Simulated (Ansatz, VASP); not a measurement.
# Two plane-wave programs on Ni

```
Ni
1.0
     2.69432    0.00000    0.00000
     0.00000    2.69432    0.00000
     0.00000    0.00000    2.69432
Ni
2
Direct
  0.00000 0.00000 0.00000
  0.50000 0.50000 0.50000
```

Alike in both runs: task single point; functional revPBE; k mesh 13 × 13 × 13; occupations fermi-dirac, width 0.05 eV; collinear spin.

|  | VASP | Ansatz |
| --- | --- | --- |
| version | VASP 6.6.1 | Ansatz 0.2.0 |
| potentials or method | VASP PAW PBE potentials, release 64 (Ni) | plane waves (420 eV) with PAW, scalar-relativistic |
| plane-wave cutoff (eV) | 520 | 420 |
| valence electrons in the cell | 20 | 36 |

VASP gave:

- net moment per atom (μB): 0.47
- size of the moment on the site where the two differ most (μB): 0.47

Problem. What did Ansatz give for the same quantities?

Solution. net moment per atom (μB): 0.49; size of the moment on the site where the two differ most (μB): 0.51.

Site moments also hang on the region over which each program counts them. The functional is the same, so the differences come from potentials, cutoffs and numerics. The two sets of potentials don't hold the same shells in valence.
